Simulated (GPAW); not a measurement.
## GaN in GPAW: convergence with k mesh

Input of the first run (k mesh 3 × 3 × 3); the others differ in this setting and in those tied to it:

The input run.py:

```python
import numpy as np
from ase.dft.bandgap import bandgap
from ase.io import read, write
from ase.units import Ha
from gpaw import GPAW, PW
from gpaw.hybrids.energy import non_self_consistent_energy
from gpaw.new.pw.nschse import non_self_consistent_matrix_elements

atoms = read('GaN.xyz')

calc = GPAW(mode=PW(650),
            xc='MGGA_X_R2SCAN+MGGA_C_R2SCAN',
            kpts={'size': (3, 3, 3), 'gamma': True},
            occupations={'name': 'fermi-dirac', 'width': 0.001},
            nbands=11,
            convergence={'density': 1e-06, 'bands': 9},
            maxiter=150,
            txt='gpaw.txt')
atoms.calc = calc
energy = atoms.get_potential_energy()
calc.write('gs.gpw')
write('result.traj', atoms)
print(f'Energy: {energy:.6f} eV')
print('Fermi level:', round(calc.get_fermi_level(), 4), 'eV')
print(f'Gap: {bandgap(calc)[0]:.4f} eV, direct: {bandgap(calc, direct=True)[0]:.4f} eV')

calc.write('wfs.gpw', mode='all')
eps = calc.eigenvalues()
free = calc.get_potential_energy(force_consistent=True)
semilocal_x = free + calc.get_xc_difference('MGGA_X_R2SCAN')  # without correlation
exact_x = non_self_consistent_energy(calc, 'EXX').sum()
h_x = non_self_consistent_matrix_elements(GPAW('wfs.gpw').dft, 'MGGA_X_R2SCAN')
h_exx = non_self_consistent_matrix_elements(GPAW('wfs.gpw').dft, 'EXX')
shift = np.einsum('sknn->skn', h_exx - h_x).real * Ha
np.savetxt('shift.dat', shift[..., :9].reshape((-1, 9)), fmt='%.4f')
occupied = eps < calc.get_fermi_level()
for name, a in {'r2SCAN0': 0.25, 'r2SCANh': 0.1, 'r2SCAN50': 0.5}.items():
    levels = (eps + a * shift)[..., :9]
    gap = levels[~occupied[..., :9]].min() - levels[occupied[..., :9]].max()
    print(f'{name}: share {a}, energy {free + a * (exact_x - semilocal_x):.6f} eV, gap {gap:.4f} eV')
```

Contents of GaN.xyz:

```xyz
2
Lattice="0.0000000000 2.2535006075 2.2535006075 2.2535006075 0.0000000000 2.2535006075 2.2535006075 2.2535006075 0.0000000000" Properties=species:S:1:pos:R:3 pbc="T T T"
Ga     0.0000000000      0.0000000000      0.0000000000
N      1.1267503038      1.1267503038      1.1267503038
```

Potentials or basis: GPAW PAW data sets (gpaw-data 1.2.1), pw.

Run with:

```bash
$ OMP_NUM_THREADS=1 python run.py
```

The cell is a database's computed one.

Hardware: 1 thread of Arm Neoverse V2 (shared host).

**Question.** The values tried are 3 × 3 × 3, 4 × 4 × 4, 5 × 5 × 5, 6 × 6 × 6, 7 × 7 × 7, 8 × 8 × 8, loosest first. From which on does the energy stay within 1 meV/atom of the tightest run that finished?

**Answer.** From 7 × 7 × 7 on.

```
   k mesh  energy less the tightest run, at zero smearing (meV/atom)  gap on the mesh (eV)  SCF cycles  CPU time (s)  peak memory (GiB)
3 × 3 × 3                                                     143.74                 2.211          13           7.4               0.25
4 × 4 × 4                                                      28.49                 2.263          11            19               0.29
5 × 5 × 5                                                       7.26                 2.277          11            39               0.32
6 × 6 × 6                                                       1.26                 2.281          11            95               0.32
7 × 7 × 7                                                      -0.16                 2.283          11           180               0.44
8 × 8 × 8                                                       0.00                 2.283          11           370               0.51
```

Against the tightest run, the gap on the mesh stays within 0.01 eV from 5 × 5 × 5 on. Meshes of other sizes hit other points, so gaps and Fermi surfaces needn't settle smoothly. The tightest run that finished is the yardstick and may itself not be fully converged.

Caveat, for the tightest run too: energy and the plain gap are those of the semilocal run; the hybrids' values are one shot on its orbitals and mesh.
